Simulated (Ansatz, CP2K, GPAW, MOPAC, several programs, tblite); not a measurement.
# What each method gives for PbS (zincblende)

PbS in the zincblende structure, relaxed with r2SCAN in Ansatz, was computed with several methods. The symmetry is F-43m (No. 216, cubic); a = 6.602 Å in the conventional setting, 35.97 Å³ an atom. Around Pb lie 4 S at 2.86 Å; around S lie 4 Pb at 2.86 Å. All values are calculated for a non-magnetic cell, which may be hypothetical.

```yaml
crystal:
  lattice:
    - [0.00000, 3.30098, 3.30098]
    - [3.30098, 0.00000, 3.30098]
    - [3.30098, 3.30098, 0.00000]
  atoms:
    - { symbol: Pb, position: [0.00000, 0.00000, 0.00000] }
    - { symbol: S, position: [0.25000, 0.25000, 0.25000] }
```

Gaps and times are for a single point on this cell; volume and bulk modulus come from each method's own relaxation or energy curve at fixed shape. Times are rough, from shared hosts (Arm Neoverse V2), and each method has its own mesh and cell size. A star marks a curve whose lowest point is an end point. PM6 (MOPAC), PM7 (MOPAC), GFN1-xTB (tblite), GFN2-xTB (tblite) treat a cluster of cells at its zone centre, which samples few k points: where these miss a band edge, the gap comes out too large for that reason alone. Gaps from k meshes are read at a limited set of points (mesh, symmetry points, PBE's band edges), so each method's own least gap may be somewhat smaller. xTB and the PM methods were fitted mostly to molecules, and can miss a solid's gap by electronvolts. Minimal bases can be far off for gaps. GLLB-SC's gap includes the derivative discontinuity. d marks a direct gap, i an indirect one (no mark: not told apart), a dash a value that wasn't computed or didn't pass its checks.

```
                              method              kind  gap (eV)  own volume (Å³/atom)  bulk modulus (GPa)  atoms computed  processor time
light PBE (260 eV and a coarse mesh)  light plane-wave    0.82 i                     –                   –               2          0.85 s
                   GFN1-xTB (tblite)     tight binding      1.74                32.51*                 63*              64           1.2 s
              PBE/single zeta (GPAW)       small basis    0.95 i                     –                   –               2           2.2 s
                                 PBE         semilocal    0.80 i                 36.71                  35               2           2.3 s
                   GFN2-xTB (tblite)     tight binding      2.49                32.10*                 49*              64           2.6 s
                      PBE/SZV (CP2K)       small basis    0.36 i                 33.85                  58               2           3.6 s
                              r2SCAN         semilocal    0.95 i                 35.97                  38               2           5.7 s
                     PBE/DZVP (CP2K)       small basis    0.67 i                 36.82                  35               2           7.2 s
                         PM7 (MOPAC)    semi-empirical      6.79                     –                   –              64           8.2 s
                         PM6 (MOPAC)    semi-empirical      4.03                     –                   –              64           8.5 s
                      GLLB-SC (GPAW)   model potential      1.94                     –                   –               2           9.9 s
```

Against r2SCAN (0.95 eV) and with closed or daggered gaps left aside, the nearest gap at the points sampled is that of PBE/single zeta (GPAW) (0.00 eV) and the farthest that of PM7 (MOPAC) (+5.84 eV). r2SCAN is only a yardstick of convenience: semilocal gaps usually lie below measured ones, which GLLB-SC and hybrids aim to mend.

Volumes against r2SCAN's: PBE +2.1 %, PBE/SZV (CP2K) -5.9 %, PBE/DZVP (CP2K) +2.4 %.

Spin-orbit coupling is left out; in compounds of Pb, Bi, Tl or Hg it can lower a gap by up to about 1 eV, split its edges or invert the bands.
